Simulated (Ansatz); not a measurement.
GaAs (F-43m): volume and gaps against pressure

```
CELL_PARAMETERS angstrom
2.83343 2.83343 0.00000
-2.83343 2.83343 0.00000
0.00000 2.83343 2.83343
ATOMIC_POSITIONS crystal
Ga 0.00000 0.00000 0.00000
As 0.75000 0.25000 0.50000
```

This is the zero-pressure cell under r²SCAN. Cell and atoms are relaxed by PAW (default files of Ansatz 0.2.0, cutoff 500 eV, stress met within about 0.05 GPa) at each pressure, in this structure whether or not another phase would take over; P is the pressure reached, less that of this cell. Levels come from r²SCAN, PAW on Ansatz 0.2.0's default frozen-core files (fitted under PBE), scalar-relativistic; k mesh 8×8×8, fixed occupations, cutoff 500 eV. Conduction levels are in eV over the valence top (at Γ), at fixed fractional wave vectors («min» is a refined band extremum of the unstrained crystal off the named points). Zone-centre phonons come from finite displacements by PAW, without the LO-TO term.

```
P (GPa)    V/V₀      Γ      L    min      X  T2 TO (cm⁻¹)
  -1.98  1.0294  0.729  1.264  1.751  1.825         256.1
   0.00  1.0000  0.960  1.352  1.715  1.776         265.2
   2.00  0.9741  1.172  1.434  1.678  1.728         273.8
   3.99       ?      ?      ?      ?      ?             ?
   6.98  0.9227  1.622  1.608  1.591  1.621         292.1
   9.97  0.8977  1.855  1.697  1.541  1.562         301.8
  14.97  0.8623  2.200  1.830  1.462  1.471         316.4
```

**Question.** Fit the third-order Birch-Murnaghan equation to the rows shown.

**Answer.** With f = [(V₀/V)^(2/3) − 1]/2, the normalised pressure F = P/[3f(1 + 2f)^(5/2)] is 72.4 GPa at f = -0.0096, 72.3 GPa at f = 0.0088, 73.9 GPa at f = 0.0276, 74.4 GPa at f = 0.0373, 75.2 GPa at f = 0.0519. The line F = B₀[1 + (3/2)(B′ − 4)f] gives B₀ = 72.5 GPa and B′ = 4.4.

**Question.** What are the volume deformation potentials and pressure coefficients of these levels at zero pressure?

**Answer.** 

| level | dE/dlnV (eV) | dE/dP = −(dE/dlnV)/B₀ (meV/GPa) | mean slope up to 2.0 GPa (meV/GPa) |
| --- | --- | --- | --- |
| Γ | -8.04 | 110.9 | 106.4 |
| L | -3.10 | 42.7 | 41.0 |
| min | 1.33 | -18.4 | -18.4 |
| X | 1.76 | -24.3 | -23.8 |

dE/dlnV is the slope of a cubic fit in ln V at V₀. The last column is read from two rows and shows how the slope bends with pressure.

**Question.** What mode Grüneisen parameters follow?

**Answer.** γ = −d ln ω/d ln V at V₀ from a quadratic fit in ln V: T2 1.21.

**Question.** Fill the row at 3.99 GPa.

**Answer.** The fits give V/V₀ = 0.9519 and Γ = 1.362 eV. Computed: V/V₀ = 0.9517, Γ = 1.364, L = 1.508, min = 1.642, X = 1.684, T2 TO (cm⁻¹) = 281.5.

**Question.** Where does the lowest conduction level change its place?

**Answer.** From Γ to min near 6.7 GPa, by linear interpolation between the computed rows. Errors in the spacing of the valleys shift these pressures. A third level comes close at a crossing, so the order of the three isn't resolved there.

Limits of these numbers: no other phase was computed; many crystals of this kind change structure within this range, and rows or crossings beyond such a change describe a metastable lattice; frozen-core PAW files fitted under PBE, their cores solved anew for the functional of the run; no spin-orbit coupling on heavy atoms; semilocal gaps are low, and the spacing of valleys can be off by tenths of an eV; levels are read at fixed fractional k, so an edge that moves off these points is missed.
